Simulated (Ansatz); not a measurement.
## C with a C vacancy: gradients before and after relaxing the atoms

Start: a supercell of C (space group P6_3mc) built from a structure deposited in the COD (the entry's cell lengths or inner coordinates differ somewhat from later room-temperature determinations), with all atoms left at the host's positions.

```
C
1.0
     7.41000    0.00000    0.00000
    -3.70500    6.41725    0.00000
     0.00000    0.00000    6.79000
C
35
Direct
  0.00000 0.33333 0.00000
  0.00000 0.66667 0.00000
  0.33333 0.00000 0.00000
  0.33333 0.33333 0.00000
  0.33333 0.66667 0.00000
  0.66667 0.00000 0.00000
  0.66667 0.33333 0.00000
  0.66667 0.66667 0.00000
  0.00000 0.00000 0.50000
  0.00000 0.33333 0.50000
  0.00000 0.66667 0.50000
  0.33333 0.00000 0.50000
  0.33333 0.33333 0.50000
  0.33333 0.66667 0.50000
  0.66667 0.00000 0.50000
  0.66667 0.33333 0.50000
  0.66667 0.66667 0.50000
  0.11111 0.22222 0.00500
  0.11111 0.55556 0.00500
  0.11111 0.88889 0.00500
  0.44444 0.22222 0.00500
  0.44444 0.55556 0.00500
  0.44444 0.88889 0.00500
  0.77778 0.22222 0.00500
  0.77778 0.55556 0.00500
  0.77778 0.88889 0.00500
  0.22222 0.11111 0.50500
  0.22222 0.44444 0.50500
  0.22222 0.77778 0.50500
  0.55556 0.11111 0.50500
  0.55556 0.44444 0.50500
  0.55556 0.77778 0.50500
  0.88889 0.11111 0.50500
  0.88889 0.44444 0.50500
  0.88889 0.77778 0.50500
```

Sites (sets of like atoms) are named by element and the number of their first atom in this list.

Level of theory: DFT, PBE, plane waves and PAW, scalar-relativistic, collinear spin, 420 eV cutoff, Γ-centred 3×3×3 k-points, Fermi–Dirac smearing 0.01 eV (Ansatz 0.2.0). Start moments as typed (μB): 0 0 0 0 0 0 0 0 0 0 0 0 0 0 0 0 0 0.5 0 0.5 0 0 0 0 0 0.5 0 0 0 0 0 0 0 0 0 by atom.

The largest force at the start is 1.8 eV/Å. Relaxing the ions at fixed cell moves them by 0.052 Å at most (atom 20, C) and 0.024 Å rms.

```
site  atom  moved (Å)         first shell before          first shell after  V_zz before (10²¹ V/m²)  η before
  C1     1      0.024              3 C at 1.43 Å         3 C at 1.39–1.45 Å                     1.90      0.57
  C5     5      0.017              3 C at 1.43 Å              3 C at 1.42 Å                     2.13      0.00
  C7     7      0.018              3 C at 1.43 Å              3 C at 1.42 Å                     2.58      0.00
  C9     9      0.017              3 C at 1.43 Å              3 C at 1.43 Å                     2.46      0.00
 C18    18      0.052  2 C at 1.43 Å, angle 120°  2 C at 1.39 Å, angle 125°                    -2.57      0.86
 C19    19      0.017              3 C at 1.43 Å         3 C at 1.42–1.45 Å                     1.78      0.46
 C21    21      0.018              3 C at 1.43 Å              3 C at 1.42 Å                     1.65      0.28
 C27    27      0.017              3 C at 1.43 Å              3 C at 1.43 Å                     2.44      0.00
 C28    28      0.017              3 C at 1.43 Å              3 C at 1.43 Å                     2.41      0.01
 C30    30      0.017              3 C at 1.43 Å              3 C at 1.43 Å                     2.43      0.01
```

Problem. How do the gradients change?

Solution. 

```tsv
site	atom	V_zz after	η after	change of V_zz
C1	1	1.88	0.61	-0.02
C5	5	2.11	0.00	-0.02
C7	7	2.48	0.00	-0.10
C9	9	2.44	0.00	-0.02
C18	18	-2.68	0.64	-0.11
C19	19	1.79	0.56	+0.01
C21	21	1.54	0.35	-0.11
C27	27	2.40	0.00	-0.04
C28	28	2.37	0.02	-0.04
C30	30	2.38	0.01	-0.05
```

The largest change of V_zz is on C21, from 1.65 to 1.54. The whole tensor moves most on C18, by 0.31 along its most changed direction. In per cent, |V_zz| changes by -4 to +4 on C (all sites that start above 2). Where |V_zz| stays above 0.1, η moves most on C18, from 0.86 to 0.64. The table leaves out 3 of the 13 sites, with |V_zz| up to 2.41; their tensors move by 0.01 at most along any direction. The statements above cover all sites.

The defect repeats with the cell of 35 atoms, so it feels its images: sites between two images don't show the values beside a lone defect, and zeros or small values of η there can come from the images' arrangement. C carries a gradient in the pure host already, so the values there aren't the defect's effect alone. The defect cell has no gap above 0.1 eV on its mesh, so the values can hang on the smearing and the k-mesh.
Before: The neighbours have not yet relaxed around the defect (largest force 1.8 eV/Å), so a real crystal will differ.
After: The relaxation keeps the symmetry of the vacancy's site, so distortions that break it, Jahn–Teller ones too, aren't explored.
